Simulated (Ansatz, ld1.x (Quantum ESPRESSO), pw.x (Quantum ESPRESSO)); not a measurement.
**titanium: does the ultrasoft potential hold in the solid?**

| Item | Value |
| --- | --- |
| Element | titanium |
| Generator | ld1.x (Quantum ESPRESSO) 7.5 |
| Type | ultrasoft |
| Functional | PBE |
| Relativity | scalar-relativistic |
| Frozen core | [Ne] |
| Valence charge | 12 |
| Reference configuration | 3s2 3p6 3d2 4s1 4p1 |
| Partial waves | 3s (bound): rcut 1.35, rcutus 1.70 bohr; 4s (bound): rcut 1.35, rcutus 1.70 bohr; 3p (bound): rcut 1.70, rcutus 2.20 bohr; 4p (bound): rcut 1.70, rcutus 2.20 bohr; 3d (bound): rcut 2.05, rcutus 2.45 bohr; 3d channel at 2.25 Ry: rcut 2.05, rcutus 2.45 bohr |
| Local potential | all-electron potential smoothed inside 1.70 bohr (lloc = -1) |
| Core correction | Bessel-smoothed model core inside 0.95 bohr |
| Augmentation charge | PSQ, radius 1.35 bohr |

Atomic tests: configuration tests: test run stopped at test 6 of 7 (negative rho), 1 before it not solved; lowest eigenvalue of the overlap operator: -0.59 (p channel); it is negative, so in a basis up to 400 Ry S is not positive definite; density cutoff estimated by the generator: 270 Ry.

Crystal test: bcc Ti in pw.x 7.5, no spin, 14³ k-points, Fermi–Dirac smearing 0.01 Ry, cutoffs 45/440 Ry. The lattice is a test structure that the element need not adopt, and mesh and smearing are coarse.

pw.x input:

```
&control
  calculation='scf', prefix='x', pseudo_dir='./', outdir='./tmp', tstress=.true., disk_io='none'
/
&system
  ibrav=0, nat=1, ntyp=1, ecutwfc=45, ecutrho=440, nbnd=14,
  occupations='smearing', smearing='fd', degauss=0.01
/
&electrons
  conv_thr=1e-09, mixing_beta=0.4, electron_maxstep=70
/
ATOMIC_SPECIES
Ti 1.0 Ti.UPF
CELL_PARAMETERS angstrom
  -1.63062743 1.63062743 1.63062743
  1.63062743 -1.63062743 1.63062743
  1.63062743 1.63062743 -1.63062743
ATOMIC_POSITIONS crystal
Ti 0.0000 0.0000 0.0000
K_POINTS automatic
14 14 14 0 0 0
```

```bash
pw.x < Ti.scf.in > Ti.scf.out
```

Problem. How does the run end?

Solution. Failed (cdiaghg: S matrix not positive definite). The atomic test gives a lowest overlap eigenvalue of -0.59 in the p channel. The ghost test of this file was not conclusive. Its overlap operator is not positive definite. Atomic configuration tests: test run stopped at test 6 of 7 (negative rho), 1 before it not solved. The logarithmic derivative shows an extra or strongly shifted pseudo pole above the reference energy (p near 1.24 Ry). The log shows:

```
Message from routine setup:
     using ibrav=0 with symmetry is DISCOURAGED, use correct ibrav instead
     lattice parameter (alat)  =       5.3372  a.u.
     unit-cell volume          =     117.0364 (a.u.)^3
     number of electrons       =        12.00
     number of Kohn-Sham states=           14
     kinetic-energy cutoff     =      45.0000  Ry
     charge density cutoff     =     440.0000  Ry
     scf convergence threshold =      1.0E-09
     Exchange-correlation= PBE
     number of k points=   104  Fermi-Dirac smearing, width (Ry)=  0.0100
     iteration #  1     ecut=    45.00 Ry     beta= 0.40
     Error in routine cdiaghg (55):
     S matrix not positive definite
```
